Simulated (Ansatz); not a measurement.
The system is Sc.

```xyz
1
Lattice="0.0000 2.2600 2.2600 2.2600 0.0000 2.2600 2.2600 2.2600 0.0000" Properties=species:S:1:pos:R:3 pbc="T T T"
Sc    0.0000    0.0000    0.0000
```

This isn't the form of Sc at room conditions, which is hcp.

- Program: Ansatz 0.2.0
- Task: single point
- Functional: PBE
- Potentials or basis: Ansatz PAW
- Cutoff: 420 eV (not typed: the program's choice for these potentials)
- k mesh: 10 × 10 × 10
- Occupations: fermi-dirac, width 0.05 eV
- Spin: no spin polarisation

On this cell: pressure 3.8 GPa; band gap on the k mesh none (metal or under the smearing width).

The same run follows on a disturbed copy (cell strained at random at fixed volume):

```
CELL_PARAMETERS angstrom
-0.01168 2.25030 2.29529
2.24844 -0.02351 2.30712
2.21212 2.22582 0.01281
ATOMIC_POSITIONS crystal
Sc 0.99182 0.00078 0.99550
```

Q: What changes?

A: The energy (extrapolated to zero smearing) moves by +2.5 meV/atom; pressure 3.8 GPa; band gap on the k mesh none (metal or under the smearing width).

Stress tensor (GPa, compression positive):
```
 4.07  0.90 -0.42
 0.90  3.94 -0.01
-0.42 -0.01  3.42
```
